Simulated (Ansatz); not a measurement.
**Na: how the settings move a single-point run**

How sensitive is a single-point run of Na to its settings? A reference run comes first, then one run with altered input.

Computed with Ansatz 0.2.0 (reference: DFT, r2SCAN, PAW with Ansatz's default frozen-core files, scalar-relativistic, unless a step's input says otherwise).

## 1. Starting point

The structure is hexagonal, space group P6_3/mmc (No. 194). Conventional cell: a = 3.767 Å, b = 3.767 Å, c = 6.154 Å, α = 90.00°, β = 90.00°, γ = 120.00°. Na (site symmetry -6m2) has 12 Na at 3.77 Å in its first shell of neighbours.

Structure file:

```
Na
1.0
     3.76700    0.00000    0.00000
    -1.88350    3.26232    0.00000
     0.00000    0.00000    6.15400
Na
2
Direct
  0.33333 0.66667 0.25000
  0.66667 0.33333 0.75000
```

## 2. Baseline

input.yaml

```yaml
crystal:
  lattice:
    - [3.7670009976, 0.0, 0.0]
    - [-1.8835004988, 3.26231856, 0.0]
    - [0.0, 0.0, 6.154]
  atoms:
    - { symbol: Na, position: [0.3333333333, 0.6666666667, 0.25] }
    - { symbol: Na, position: [0.6666666667, 0.3333333333, 0.75] }
kpoints:
  mp_grid: { grid: [11, 11, 6] }
  band_path:
    path:
      - [0.0, 0.0, 0.0]
      - [0.5, 0.0, 0.0]
      - [0.3333333333, 0.3333333333, 0.0]
      - [0.0, 0.0, 0.0]
      - [0.0, 0.0, 0.5]
      - [0.5, 0.0, 0.5]
      - [0.3333333333, 0.3333333333, 0.5]
      - [0.0, 0.0, 0.5]
      - [0.5, 0.0, 0.5]
    npoints: 5
scf:
  occupations: { method: fermi_dirac, width: 0.05 }
hamiltonian:
  xc: r2scan
  pseudopotentials: { kind: paw }
output:
  forces: true
  stress: true
  eigenvalues: true
  efg: { contact_densities: true }
```

On the command line:

```console
> ansatz run input.yaml --threads 1 --pin off --max-ram 2048MiB --backend cpu --events-out ev --progress --plain --runs-dir out
```

## 3. Changing settings: ecutwfc 58.8 Ry

Edit input.yaml of step 2 so:

```diff
@@ -32 +32,3 @@
   efg: { contact_densities: true }
+basis:
+  ecutwfc: "58.8 Ry"
```

Q: Predict the outcome of this session. Wanted: for each run, ending; energy change; pressure; gap; force.

As calculated:

| run | ending | energy change | pressure (GPa) | gap (eV) | force (eV/Å) | cycles | time |
| --- | --- | --- | --- | --- | --- | --- | --- |
| reference | converged | 0 | 0.0 | 0.00 | 0.00 | 6 | 11 s |
| 1: ecutwfc 58.8 Ry | converged | -0.6 meV/atom | 0.0 | 0.00 | 0.00 | 6 | 20 s |

Residual by cycle in the longest SCF loop of each run; runs are numbered as in the table. The quantity is the density residual dr2, in eV.

| cycle | reference | run 1 |
| --- | --- | --- |
| 1 | 0.0172 | 0.0171 |
| 2 | 0.00225 | 0.00224 |
| 3 | 1.9e-4 | 1.9e-4 |
| 4 | 8.3e-6 | 8.2e-6 |
| 5 | 9.0e-7 | 9.0e-7 |
| 6 | 1.9e-8 | 1.8e-8 |

**Reading.** Changing the cutoff moves the energy by -0.6 meV/atom. Cost: 20 s against 11 s.
